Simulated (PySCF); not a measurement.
## NMR data sheet: C4H10O

| Item | Value |
| --- | --- |
| Formula | C4H10O |
| SMILES | CC(C)(C)O |
| Degrees of unsaturation | 0 |
| Carbon signals | 2 |
| Proton signals | 2 |

Bonds (- single, = double, # triple, : aromatic): C1-C2 1.523 Å, C2-C3 1.523 Å, C2-C4 1.517 Å, C2-O5 1.426 Å. C1 carries H6, H7, H8; C3 carries H9, H10, H11; C4 carries H12, H13, H14; O5 carries H15.

[PySCF: B3LYP/pcJ-2 coupling constants (without the spin–dipole term); NMR shieldings at B97-2/pcSseg-2/GIAO; PBE0-D3(BJ)/def2-TZVP structure; one conformer; in vacuum; relativity neglected; averaged over atoms made equivalent by symmetry, fast rotation or ring inversion]

Referencing at the same level of theory: 1H, 13C against TMS; 17O vs H2O.

```tsv
carbon	δC, type	δH (multiplicity, J in Hz)	HMBC from (abs. J ≥ 3 Hz)	span of the C tensor (ppm)
C1/C3/C4	33.2, CH3	1.18 (s)	H6/H7/H8/H9/H10/H11/H12/H13/H14	49
C2	72.7, C	–	H6/H7/H8/H9/H10/H11/H12/H13/H14	59
```

Other nuclei:
```json
{"atoms": "H15", "nucleus": "1H", "environment": "hydrogen on an alcohol oxygen", "δ (ppm)": "0.07", "σ (ppm)": "31.56"}
{"atoms": "O5", "nucleus": "17O", "environment": "alcohol oxygen", "δ (ppm)": "94.2", "σ (ppm)": "233.5"}
```

Selected couplings (Hz, signed; the shortest-range and largest first, 30 at most; isotopes 13C, 1H): 1J(C1,H6) 130.6, 1J(C1,C2) 37.7.

- Carbon types of the structure: 1 × C, 3 × CH3, leaving 1 H on heteroatoms.
- δC 72.7: fully substituted sp3 carbon bonded to O; pulled downfield by the heteroatom.
- δC 33.2: methyl carbon; aliphatic region, no heteroatom directly attached.
- δH 1.18: hydrogen on a methyl carbon.
- δH 0.07: hydrogen on an alcohol oxygen; exchangeable, gas-phase position.

OH/NH shifts are gas-phase values; hydrogen bonding in solution moves them, usually downfield. Shifts are as computed. Against solution values, carbons near 30 ppm lie about +3 ppm off and those near 130 ppm about +7 ppm. Of 1211 compounds with measured shifts, 218 miss one by over three times the rms of a fit or turn the order of signals round; such compounds aren't used in these exercises. Experimental scales use liquid or dissolved standards, which lie at an offset from isolated H2O (liquid H2O: subtract about 36 ppm).
